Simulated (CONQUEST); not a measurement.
# BaTiO3 (P4mm) in CONQUEST: notebook

Runs on BaTiO3. Level: PBE. Tasks: single point.

All numbers are computed with CONQUEST 1.3; they aren't measurements. Logs are shortened: lines on timing, memory, paths and dates and some standing lists are left out, and cuts for length are marked.

## (1) The structure

The structure is tetragonal, space group P4mm (No. 99). The conventional cell has a = 4.000 Å, b = 4.000 Å, c = 4.018 Å, α = 90.00°, β = 90.00°, γ = 90.00°. Ba (site symmetry 4mm) has 12 O at 2.79 to 2.88 Å as nearest neighbours. Ti (site symmetry 4mm) is surrounded by 6 O at 1.89 to 2.13 Å. O (site symmetry 2mm) has 2 Ti at 2.00 Å as nearest neighbours. O (site symmetry 4mm) has 2 Ti at 1.89 to 2.13 Å as nearest neighbours.

## (2) Single point, PBE

File Conquest_input:

```
IO.Title BaTiO3
IO.Coordinates coords.dat
IO.FractionalAtomicCoords T
IO.Iprint 2
IO.Iprint_init 1
General.NumberOfSpecies 3
General.PseudopotentialType hamann
AtomMove.TypeOfRun static
AtomMove.FullStress T
Grid.GridCutoff 150
DM.SolutionMethod diagon
Diag.MPMesh T
Diag.GammaCentred T
Diag.MPMeshX 5
Diag.MPMeshY 5
Diag.MPMeshZ 5
Diag.kT 0.00183747
minE.SCTolerance 1e-6
SC.MaxIters 100
IO.AtomChargeOutput T
%block ChemicalSpeciesLabel
1 137.330 Ba
2 47.880 Ti
3 16.000 O
%endblock
```

File coords.dat:

```
    7.5585265533     0.0000000000     0.0000000000
    0.0000000000     7.5585265533     0.0000000000
    0.0000000000     0.0000000000     7.5929195687
5
  0.0000000000   0.0000000000   0.0000000000 1 T T T
  0.5000000000   0.5000000000   0.5100000000 2 T T T
  0.5000000000   0.0000000000   0.4830000000 3 T T T
  0.0000000000   0.5000000000   0.4830000000 3 T T T
  0.5000000000   0.5000000000   0.9810000000 3 T T T
```

Potentials or basis: PseudoDojo NC PBE, SZP, grid cutoff 150 Ha.

Started as:

```console
$ OMP_NUM_THREADS=1 Conquest
```

Standard output:

```text
Simulation cell dimensions:     7.5585 a0 x     7.5585 a0 x     7.5929 a0

      Atomic coordinates (a0)
         Atom         X         Y         Z  Species
            1    0.0000    0.0000    0.0000        1
            2    3.7793    3.7793    3.8724        2
            3    3.7793    0.0000    3.6674        3
            4    0.0000    3.7793    3.6674        3
            5    3.7793    3.7793    7.4487        3

WARNING: matrix size is a prime number      53

WARNING: prime: set block_size_c = block_size_r = 1

         Monkhorst-Pack mesh:   5 x   5 x   5 gamma-centred
        This calculation includes non-local pseudopotentials,
         with a maximum core radius of     10.78210748

    Job title: BaTiO3
    Job to be run: static calculation

[... 5 lines left out ...]
      Using Fermi-Dirac smearing

    Integration grid size:     48 x   48 x   48

    Integration grid spacing:  0.157 a0 x 0.157 a0 x 0.158 a0

    Number of species:  3
    --------------------------------------------------------
    |   #  mass (au)  Charge (e)  SF Rad (a0)  NSF  Label  |
    --------------------------------------------------------
    |   1    137.330      10.000       11.073   13  Ba     |
    |   2     47.880      12.000        8.542   13  Ti     |
    |   3     16.000       6.000        5.220    9  O      |
    --------------------------------------------------------
          SCF tolerance:                 0.00000100
          SCF iterations:               100

    The functional used will be GGA PBE96

           radial cut-off to be used is taken to be max PAO cut-off radius for this species:   10.782107

           greatest ang. mom. for making density from PAOs:  2

           radial cut-off to be used is taken to be max PAO cut-off radius for this species:    8.226919

           greatest ang. mom. for making density from PAOs:  2

           radial cut-off to be used is taken to be max PAO cut-off radius for this species:    4.914330

           greatest ang. mom. for making density from PAOs:  2
    Minimum blocs/proc is     1728. Maximum blocs/proc is     1728
    set_atom_dens: In set_atomic_density, electrons :      40.000000000000
 matrix_size & matrix_size_padH =           53          53

    Screened ion int: energy:    -102.932397677639 Ha

    new_SC_potl: Starting.  Tolerance:  0.10000E-05

    PulayMixSC: Starting Pulay mixing, A_up =  0.500 A_dn =  0.500
    PulayMixSC: Spin non-polarised calculation.
          Harris-Foulkes Energy            :      -137.540936147378034 Ha
          (TS=0 as O(N) or entropic contribution is negligible)
          DFT Total Energy                 :      -136.773651011646024 Ha
          Total number of electrons        :        39.999999999999950
    PulayMixSC: Pulay iteration     1 residual:              0.10120E-01
          Harris-Foulkes Energy            :      -137.605844359392052 Ha
          GroundState Energy (E-(1/2)TS)   :      -137.606650578213561 Ha
          Free Energy (E-TS)               :      -137.607456797035070 Ha
          DFT Total Energy                 :      -134.499968649552130 Ha
          Total number of electrons        :        39.999999214285211
    PulayMixSC: Pulay iteration     2 residual:              0.18761E-01
          Harris-Foulkes Energy            :      -137.363636937232911 Ha
          (TS=0 as O(N) or entropic contribution is negligible)
          DFT Total Energy                 :      -137.167637213508129 Ha
          Total number of electrons        :        39.999996699400768
    PulayMixSC: Pulay iteration     3 residual:              0.45229E-02
          Harris-Foulkes Energy            :      -137.322922997113096 Ha
          (TS=0 as O(N) or entropic contribution is negligible)
          DFT Total Energy                 :      -137.269611462537057 Ha
          Total number of electrons        :        39.999991683213317
    PulayMixSC: Pulay iteration     4 residual:              0.23722E-02
          Harris-Foulkes Energy            :      -137.311652577738016 Ha
          (TS=0 as O(N) or entropic contribution is negligible)
          DFT Total Energy                 :      -137.303865053833306 Ha
          Total number of electrons        :        39.999988417302760
    PulayMixSC: Pulay iteration     5 residual:              0.98129E-03
          Harris-Foulkes Energy            :      -137.310049018452077 Ha
          (TS=0 as O(N) or entropic contribution is negligible)
          DFT Total Energy                 :      -137.309615459618669 Ha
          Total number of electrons        :        39.999985819715462
    PulayMixSC: Pulay iteration     6 residual:              0.22266E-03
          Harris-Foulkes Energy            :      -137.309976327078033 Ha
          (TS=0 as O(N) or entropic contribution is negligible)
          DFT Total Energy                 :      -137.309905168768921 Ha
          Total number of electrons        :        39.999986065152413
    PulayMixSC: Pulay iteration     7 residual:              0.95583E-04
          Harris-Foulkes Energy            :      -137.309960928076578 Ha
          (TS=0 as O(N) or entropic contribution is negligible)
          DFT Total Energy                 :      -137.309958158218592 Ha
          Total number of electrons        :        39.999986113875245
    PulayMixSC: Pulay iteration     8 residual:              0.19137E-04
          Harris-Foulkes Energy            :      -137.309960697992096 Ha
          (TS=0 as O(N) or entropic contribution is negligible)
          DFT Total Energy                 :      -137.309959204446045 Ha
          Total number of electrons        :        39.999986034539468
    PulayMixSC: Pulay iteration     9 residual:              0.12622E-04
          Harris-Foulkes Energy            :      -137.309960395346593 Ha
          (TS=0 as O(N) or entropic contribution is negligible)
          DFT Total Energy                 :      -137.309960395208179 Ha
          Total number of electrons        :        39.999986036716855
    PulayMixSC: Pulay iteration    10 residual:              0.47650E-06
    PulayMixSC: Reached SCF tolerance of  0.47650E-06 after     10 iterations
      | Number of electrons      =        39.999986
      |* band energy as 2Tr[K.H] =       -34.662341698107056 Ha
      |  screened ion-ion energy =      -102.932397677638903 Ha
      |  Ha correction           =        -0.816010124090286 Ha
      |  XC correction           =         1.100793189275392 Ha
      |* Harris-Foulkes energy   =      -137.309960395346593 Ha
      |* DFT total energy        =      -137.309960395208179 Ha
      |  estimated accuracy      =        -0.000000000138414 Ha

    force: Forces on atoms (Ha/a0)
    force:  Atom   X              Y              Z
    force:     1   0.0000000000   0.0000000000  -0.0018203567
    force:     2   0.0000000000  -0.0000000000   0.0038236418
    force:     3   0.0000000000  -0.0000000000   0.0004776999
    force:     4  -0.0000000000   0.0000000000   0.0004776999
    force:     5   0.0000000000   0.0000000000  -0.0039049095

    force: Maximum force :        0.00390491(Ha/a0) on atom         5 in z direction
    force: Force Residual:        0.00259379 Ha/a0
    force: Total stress:         -6.16211549     0.00000000     0.00000000 GPa
                             0.00000000    -6.16211549     0.00000000
                             0.00000000     0.00000000    -7.11505689
    force: Average pressure:      6.47976262 GPa

    force: Finished force
    get_E_and_F: Change in energy during last step of electronic optimisation:  0.30265E-06

    BIBLIOGRAPHY: Please consider citing the following references in the conquest.bib file

    CONQUEST:         Bowler2002pt, Miyazaki2004, Nakata2020
    Basis:            Bowler2019
    DM:               Bowler:2006xr
    Pseudopotentials: Hamann2013, Bowler2019
    XC functional:    Perdew1996

    Warnings written to file Conquest_warnings; please check
```

Run time: 95 s. Hardware: 1 thread of Intel Xeon Platinum 8488C (Sapphire Rapids), shared host; peak memory 1.2 GiB.

What came out:

| Property | Result |
| --- | --- |
| Free energy | -3736.3944 eV |
| Pressure | 6.5 GPa |
| Largest force | 0.201 eV/Å |
| Band gap on the k mesh | 1.60 eV, indirect (least direct gap 1.77 eV) |
| Mulliken charges | Ba +1.05; Ti +0.72; O -0.59 e |

Forces on the atoms (eV/Å):
```
Ba   0.000  0.000 -0.094
Ti   0.000  0.000  0.197
O    0.000  0.000  0.025
O    0.000  0.000  0.025
O    0.000  0.000 -0.201
```

Caveat: the atomic basis is small; Mulliken charges move with the basis; spin-orbit coupling is left out, which moves the levels of the heavy elements; an odd mesh through Γ misses points on the zone boundary, where band edges often lie; the basis of atomic orbitals isn't converged, which shifts pressures, moduli and gaps. Expect the measured gap to be larger: semilocal functionals such as PBE lack the derivative discontinuity.

## (3) Single point, PBE

Changes to Conquest_input since step 2:

```diff
@@ -13,5 +13,5 @@
 Diag.GammaCentred T
-Diag.MPMeshX 5
-Diag.MPMeshY 5
-Diag.MPMeshZ 5
+Diag.MPMeshX 6
+Diag.MPMeshY 6
+Diag.MPMeshZ 6
 Diag.kT 0.00183747
```

coords.dat is that of step 2.

Potentials or basis: PseudoDojo NC PBE, SZP, grid cutoff 150 Ha.

Started as:

```console
$ OMP_NUM_THREADS=1 Conquest
```

Standard output:

```text
Simulation cell dimensions:     7.5585 a0 x     7.5585 a0 x     7.5929 a0

      Atomic coordinates (a0)
         Atom         X         Y         Z  Species
            1    0.0000    0.0000    0.0000        1
            2    3.7793    3.7793    3.8724        2
            3    3.7793    0.0000    3.6674        3
            4    0.0000    3.7793    3.6674        3
            5    3.7793    3.7793    7.4487        3

WARNING: matrix size is a prime number      53

WARNING: prime: set block_size_c = block_size_r = 1

         Monkhorst-Pack mesh:   6 x   6 x   6 gamma-centred
        This calculation includes non-local pseudopotentials,
         with a maximum core radius of     10.78210748

    Job title: BaTiO3
    Job to be run: static calculation

[... 5 lines left out ...]
      Using Fermi-Dirac smearing

    Integration grid size:     48 x   48 x   48

    Integration grid spacing:  0.157 a0 x 0.157 a0 x 0.158 a0

    Number of species:  3
    --------------------------------------------------------
    |   #  mass (au)  Charge (e)  SF Rad (a0)  NSF  Label  |
    --------------------------------------------------------
    |   1    137.330      10.000       11.073   13  Ba     |
    |   2     47.880      12.000        8.542   13  Ti     |
    |   3     16.000       6.000        5.220    9  O      |
    --------------------------------------------------------
          SCF tolerance:                 0.00000100
          SCF iterations:               100

    The functional used will be GGA PBE96

           radial cut-off to be used is taken to be max PAO cut-off radius for this species:   10.782107

           greatest ang. mom. for making density from PAOs:  2

           radial cut-off to be used is taken to be max PAO cut-off radius for this species:    8.226919

           greatest ang. mom. for making density from PAOs:  2

           radial cut-off to be used is taken to be max PAO cut-off radius for this species:    4.914330

           greatest ang. mom. for making density from PAOs:  2
    Minimum blocs/proc is     1728. Maximum blocs/proc is     1728
    set_atom_dens: In set_atomic_density, electrons :      40.000000000000
 matrix_size & matrix_size_padH =           53          53

    Screened ion int: energy:    -102.932397677639 Ha

    new_SC_potl: Starting.  Tolerance:  0.10000E-05

    PulayMixSC: Starting Pulay mixing, A_up =  0.500 A_dn =  0.500
    PulayMixSC: Spin non-polarised calculation.
          Harris-Foulkes Energy            :      -137.540937843936717 Ha
          (TS=0 as O(N) or entropic contribution is negligible)
          DFT Total Energy                 :      -136.773671469457895 Ha
          Total number of electrons        :        39.999999999999950
    PulayMixSC: Pulay iteration     1 residual:              0.10120E-01
          Harris-Foulkes Energy            :      -137.605604332215933 Ha
          GroundState Energy (E-(1/2)TS)   :      -137.606446807657818 Ha
          Free Energy (E-TS)               :      -137.607289283099703 Ha
          DFT Total Energy                 :      -134.551014948508453 Ha
          Total number of electrons        :        39.999999106618219
    PulayMixSC: Pulay iteration     2 residual:              0.18608E-01
          Harris-Foulkes Energy            :      -137.362907029131463 Ha
          (TS=0 as O(N) or entropic contribution is negligible)
          DFT Total Energy                 :      -137.169309544621996 Ha
          Total number of electrons        :        39.999996303387178
    PulayMixSC: Pulay iteration     3 residual:              0.44935E-02
          Harris-Foulkes Energy            :      -137.322613713444184 Ha
          (TS=0 as O(N) or entropic contribution is negligible)
          DFT Total Energy                 :      -137.270629100404506 Ha
          Total number of electrons        :        39.999991471519706
    PulayMixSC: Pulay iteration     4 residual:              0.23406E-02
          Harris-Foulkes Energy            :      -137.311330228829405 Ha
          (TS=0 as O(N) or entropic contribution is negligible)
          DFT Total Energy                 :      -137.305169263945857 Ha
          Total number of electrons        :        39.999987944665726
[... 11 lines left out ...]
          Harris-Foulkes Energy            :      -137.310001442918775 Ha
          (TS=0 as O(N) or entropic contribution is negligible)
          DFT Total Energy                 :      -137.309998965908449 Ha
          Total number of electrons        :        39.999985904361793
    PulayMixSC: Pulay iteration     8 residual:              0.18035E-04
          Harris-Foulkes Energy            :      -137.310001229885074 Ha
          (TS=0 as O(N) or entropic contribution is negligible)
          DFT Total Energy                 :      -137.309999897347325 Ha
          Total number of electrons        :        39.999985836436259
    PulayMixSC: Pulay iteration     9 residual:              0.11917E-04
          Harris-Foulkes Energy            :      -137.310000959710351 Ha
          (TS=0 as O(N) or entropic contribution is negligible)
          DFT Total Energy                 :      -137.310000959563865 Ha
          Total number of electrons        :        39.999985841253078
    PulayMixSC: Pulay iteration    10 residual:              0.45343E-06
    PulayMixSC: Reached SCF tolerance of  0.45343E-06 after     10 iterations
      | Number of electrons      =        39.999986
      |* band energy as 2Tr[K.H] =       -34.662039956152014 Ha
      |  screened ion-ion energy =      -102.932397677638903 Ha
      |  Ha correction           =        -0.816357595328219 Ha
      |  XC correction           =         1.100798698706625 Ha
      |* Harris-Foulkes energy   =      -137.310000959710351 Ha
      |* DFT total energy        =      -137.310000959563865 Ha
      |  estimated accuracy      =        -0.000000000146485 Ha

    force: Forces on atoms (Ha/a0)
    force:  Atom   X              Y              Z
    force:     1  -0.0000000000   0.0000000000  -0.0018477020
    force:     2   0.0000000000  -0.0000000000   0.0035135499
    force:     3  -0.0000000000   0.0000000000   0.0006009048
    force:     4  -0.0000000000   0.0000000000   0.0006009048
    force:     5   0.0000000000   0.0000000000  -0.0038142618

    force: Maximum force :        0.00381426(Ha/a0) on atom         5 in z direction
    force: Force Residual:        0.00249118 Ha/a0
    force: Total stress:         -6.15185826     0.00000000     0.00000000 GPa
                             0.00000000    -6.15185826     0.00000000
                             0.00000000     0.00000000    -7.09049456
    force: Average pressure:      6.46473703 GPa

    force: Finished force
    get_E_and_F: Change in energy during last step of electronic optimisation:  0.27017E-06

    BIBLIOGRAPHY: Please consider citing the following references in the conquest.bib file

    CONQUEST:         Bowler2002pt, Miyazaki2004, Nakata2020
    Basis:            Bowler2019
    DM:               Bowler:2006xr
    Pseudopotentials: Hamann2013, Bowler2019
    XC functional:    Perdew1996

    Warnings written to file Conquest_warnings; please check
```

It took 2.6 min on 1 thread of Intel Xeon Platinum 8488C (Sapphire Rapids), shared host; peak memory 1.2 GiB.

Results:

```
Free energy            : -3736.3955 eV
Pressure               : 6.5 GPa
Largest force          : 0.196 eV/Å
Band gap on the k mesh : 1.44 eV, indirect (least direct gap 1.77 eV)
Mulliken charges       : Ba +1.05; Ti +0.72; O -0.59 e
```

Forces on the atoms (eV/Å):
```
Ba   0.000  0.000 -0.095
Ti   0.000  0.000  0.181
O    0.000  0.000  0.031
O    0.000  0.000  0.031
O    0.000  0.000 -0.196
```

Stress tensor (GPa, compression positive):
```
6.15 0.00 0.00
0.00 6.15 0.00
0.00 0.00 7.09
```

Levels at points of the mesh, in eV from the valence-band top:
```tsv
k point	band 16	band 17	band 18	band 19	band 20	band 21	band 22	band 23	band 24	band 25
(0.00, 0.00, 0.00)	-1.19	-1.06	-0.33	-0.33	-0.33	1.44	1.71	1.71	4.09	4.12
(0.00, 0.00, 0.50)	-2.12	-2.12	-2.08	-0.74	-0.74	1.64	3.53	3.53	4.34	6.17
(0.00, 0.50, 0.00)	-2.13	-2.01	-1.88	-1.01	-0.86	1.87	3.46	3.50	4.38	6.02
(0.00, 0.50, 0.50)	-2.95	-1.92	-0.96	-0.95	-0.22	3.42	3.47	3.74	5.13	7.51
(0.50, 0.00, 0.00)	-2.13	-2.01	-1.88	-1.01	-0.86	1.87	3.46	3.50	4.38	6.02
(0.50, 0.00, 0.50)	-2.95	-1.92	-0.96	-0.95	-0.22	3.42	3.47	3.74	5.13	7.51
(0.50, 0.50, 0.00)	-2.99	-1.95	-1.04	-1.04	-0.14	3.45	3.45	3.76	4.95	7.53
(0.50, 0.50, 0.50)	-2.74	-2.71	-0.09	-0.09	0.00	4.00	4.00	4.00	6.39	6.51
```

Caveat: the atomic basis is small; Mulliken charges move with the basis; spin-orbit coupling is left out, which moves the levels of the heavy elements; the basis of atomic orbitals isn't converged, which shifts pressures, moduli and gaps.

(Part 1 of 3 ends here.)
